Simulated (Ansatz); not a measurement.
The system is InGaAs2.

```
CELL_PARAMETERS angstrom
4.22500 0.00000 0.00000
0.00000 4.22500 0.00000
0.00000 0.00000 5.96215
ATOMIC_POSITIONS crystal
In 0.00000 0.00000 0.50000
As 0.00000 0.50000 0.23153
As 0.50000 0.00000 0.76848
Ga 0.50000 0.50000 0.00000
```

The cell comes from a database or a generator and needn't be the stable form of this composition.

Base run:

```yaml
Program: Ansatz 0.2.0
Functional: r2SCAN
Potentials_or_basis: Ansatz PAW
Cutoff: "500 eV (not typed: the program's choice for these potentials)"
k_mesh: 6 × 6 × 5
Occupations: fermi-dirac, width 0.05 eV
Spin: no spin polarisation
```

Its results: band gap on the k mesh none (metal or under the smearing width); pressure -2.3 GPa; largest force 0.060 eV/Å.

Question: The run is repeated on the same cell with these changes: functional from r2SCAN to PBEsol; cutoff from 500 eV (not typed: the program's choice for these potentials) to 420 eV (not typed: the program's choice for these potentials); spin from no spin polarisation to spin-orbit coupling, no magnetisation; potential files from those of the base run to others of the same set. What comes out?

Answer: Band gap on the k mesh 0.06 eV, direct; pressure -2.6 GPa; largest force 0.034 eV/Å.

Several settings changed at once, so the effect can't be laid on one alone.

Caveats: the PAW data sets come from PBE, with cores solved anew for the run's functional, which leaves a small shift of forces and pressure; spin-orbit coupling is left out, which moves the levels of the heavy elements (some runs).

